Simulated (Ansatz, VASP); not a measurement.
## ZrB2: VASP beside Ansatz

```
Zr B
1.0
     3.15494    0.00000    0.00000
    -1.57747    2.73226    0.00000
     0.00000    0.00000    3.50677
Zr B
1 2
Direct
  0.00000 0.00000 0.00000
  0.33333 0.66667 0.50000
  0.66667 0.33333 0.50000
```

Alike in both runs: functional PBEsol; k mesh 18 × 18 × 12; occupations gaussian, width 0.1 eV; no spin polarisation.

Ansatz relaxed the structure, and its values are those at the end. VASP's run is a single point on that final structure, the one shown.

```csv
,VASP,Ansatz
version,VASP 6.6.1,Ansatz 0.2.0
potentials or method,"VASP PAW PBE potentials, release 64 (Zr_sv, B)","scalar-relativistic, plane waves, PAW"
plane-wave cutoff (eV),520,420
valence electrons in the cell,18,18
```

Ansatz gave:

| Item | Value |
| --- | --- |
| gap on the k mesh at the Fermi level (eV) | none |
| pressure (GPa) | 0.0 |

What did VASP give for the same quantities?

gap on the k mesh at the Fermi level (eV): none; pressure (GPa): 0.3.

A gap of «none» marks a metal or a gap that the smearing closes.

Caveats: the PAW data sets were made with another functional, which shifts forces and pressure a little (VASP).
